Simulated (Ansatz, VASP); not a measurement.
Te2Pt (Moncheite): VASP beside Ansatz

```xyz
3
Lattice="4.0886 0.0000 0.0000 -2.0443 3.5409 0.0000 0.0000 0.0000 5.3030" Properties=species:S:1:pos:R:3 pbc="T T T"
Pt    0.0000    0.0000    0.0000
Te    2.0443    1.1803    3.9773
Te    0.0000    2.3606    1.3258
```

Change from the starting cell: volume scaled by 1.06.

Alike in both runs: task single point; functional PBE; k mesh 8 × 8 × 5; occupations fermi-dirac, width 0.05 eV; no spin polarisation.

```csv
,VASP,Ansatz
version,VASP 6.6.1,Ansatz 0.2.0
potentials or method,"VASP PAW PBE potentials, release 64 (Pt, Te)",Ansatz PAW
plane-wave cutoff (eV),520,420
valence electrons in the cell,22,50
```

|  | VASP | Ansatz | Ansatz less VASP |
| --- | --- | --- | --- |
| gap on the k mesh at the Fermi level (eV) | none | none | - |
| pressure (GPa) | 1.7 | 1.9 | +0.21 |
| largest component of the traceless stress (GPa) | 0.37 | 0.33 | -0.035 |
| rms of the force components (eV/Å) | 0.154 | 0.158 | +0.0045 |

Atom by atom the forces differ by 0.004 eV/Å (rms over components). A gap of «none» marks a metal or a gap that the smearing closes. The two sets of potentials don't hold the same shells in valence.

Spin-orbit coupling is left out, which matters for the levels of Pt, Te.
